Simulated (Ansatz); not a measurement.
**C: properties at the relaxed cell**

One table from this session's results is given with a row withheld; the runs are named, their logs left out.

A COD entry behind a cell of this session may itself be a prediction, so a difference from it is no test against experiment.

Program: Ansatz 0.2.0. Level of theory: DFT r2SCAN, scalar-relativistic, plane waves, PAW. These are calculated values, not measurements.

2 further runs of the same task are left out: 2 set aside as unsound or not needed.

## The starting structure

Symmetry: P6_3/mmc, No. 194, hexagonal system. The conventional cell has a = 2.503 Å, b = 2.503 Å, c = 4.169 Å, α = 90.00°, β = 90.00°, γ = 120.00°. C (site symmetry 3m) has 4 C at 1.54 to 1.56 Å as nearest neighbours.

As a file:

```
C
1.0
     2.50319    0.00000    0.00000
    -1.25160    2.16783    0.00000
     0.00000    0.00000    4.16888
C
4
Direct
  0.33333 0.66667 0.06273
  0.66667 0.33333 0.56273
  0.33333 0.66667 0.43727
  0.66667 0.33333 0.93727
```

It is the result of an earlier relaxation at this level (volume 5.66 Å³/atom; gap on the mesh: 3.60 eV).

Set-up of the first run:

Contents of input.yaml:

```yaml
crystal:
  lattice:
    - [2.4779069872, 0.0, 0.0]
    - [-1.2389534936, 2.1459303992, 0.0]
    - [0.0, 0.0, 4.126771343]
  atoms:
    - { symbol: C, position: [0.3333333333, 0.6666666667, 0.0627335269] }
    - { symbol: C, position: [0.6666666667, 0.3333333333, 0.5627335269] }
    - { symbol: C, position: [0.3333333333, 0.6666666667, 0.4372664731] }
    - { symbol: C, position: [0.6666666667, 0.3333333333, 0.9372664731] }
basis:
  ecutwfc: 500
kpoints:
  mp_grid: { grid: [12, 12, 6] }
hamiltonian:
  xc: r2scan
scf:
  occupations: { method: gaussian, width: 0.02 }
output:
  forces: true
  stress: true
  eigenvalues: true
relax:
  adjacent_minimum: "off"
  f_tol: 0.01
  max_steps: 30
  cell: { stress_tol: 0.1, fix: [volume] }
```

Launch:

```console
$ ansatz run input.yaml --threads 1 --pin off --max-ram 2560MiB --backend cpu --events-out ev --progress --plain --runs-dir out
```

Steps of the session up to this table: The cell scaled to 0.97 of its volume; The cell scaled to 1.03 of its volume; Point at V/V0 = 0.94; The cell scaled to 1.06 of its volume; The cell scaled to 0.91 of its volume; Volume × 1.10; Point at V/V0 = 0.88.

One of the session's tables, all rows but one given; the rest of the session is left out.

It belongs to the step «Energy against volume». 

| volume (Å³/atom) | energy above the lowest point (meV/atom) | pressure (GPa) | gap on the mesh (eV) |
| --- | --- | --- | --- |
| 4.977 | 139.5 | 72.69 | 3.04 |
| 5.147 | ? | ? | ? |
| 5.316 | 31.5 | 31.24 | 3.34 |
| 5.486 | 7.5 | 14.53 | 3.47 |
| 5.656 | 0.0 | 0.00 | 3.60 |
| 5.825 | 6.8 | -12.62 | 3.71 |
| 5.995 | 26.1 | -23.59 | 3.81 |
| 6.221 | 68.5 | -36.00 | 3.94 |

Estimate the missing values for volume (Å³/atom) = 5.147.

Worked estimate for «energy above the lowest point (meV/atom)». A straight line through the neighbours (4.977, 139.5) and (5.316, 31.5) gives 139.5 + (31.5 − 139.5) × (5.147 − 4.977) / (5.316 − 4.977) = 85.3; a parabola fitted to 3 rows on both sides gives 75.3.

**Answer.** energy above the lowest point (meV/atom): 74.6; pressure (GPa): 50.49; gap on the mesh (eV): 3.19. In «energy above the lowest point (meV/atom)» the line misses by +10.7 and the parabola by +0.7.
